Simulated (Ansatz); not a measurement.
## CdF2: the gap under strain

CdF2, Fm-3m, a = 5.481 Å. Ansatz: PBE, PAW, 420 eV, Γ-centred 6×6×4 mesh on 6 atoms, Gaussian smearing 0.02 eV; no spin polarisation. Series: uniaxial strain along a, with b, c and atoms relaxed; x is the strain in per cent. The axes a, b, c are those of the computed cell (3.876, 3.876, 5.481 Å), along [1 1 0], [-1 1 0], [0 0 1] of the cell named above. The gap is sought over the whole zone.

| x (%) | gap y (eV) |
| --- | --- |
| -6.0 | 2.919 |
| -4.0 | ? |
| -2.0 | 2.930 |
| 0.0 | 2.915 |
| 2.0 | 2.898 |
| 4.0 | 2.879 |
| 6.0 | 2.861 |

Problem. Fit y = E0 + c1 x + c2 x² to the other rows, give the deformation potential for this strain, and predict the missing gap.

Solution. Least squares on the rows shown. y = 2.9155 − 0.0053286 x − 0.00072619 x². The deformation potential is 100 c1 = -0.53 eV per unit strain. The two rows next to zero alone give -0.80 eV per unit strain, the better figure for small strains. With a term in x³ added, the coefficient of x becomes -0.008110, 52 % more, which shows how far this figure hangs on the form. At x = -4.0 the fit asked for gives 2.925 eV. The run gave 2.941 eV, so the fit is 0.016 eV too low, 20 % of the span of the series, against an rms of 0.004 eV on the fitted rows. With a term in x³ added, a fit to the same known rows predicts 2.931 eV, which recovers part of the miss; the known rows don't hold the rest. Also, a band edge changes its point in the zone among the fitted rows, which can bend the series.

Semilocal functionals give gaps under the measured ones; changes of the gap mostly carry over better.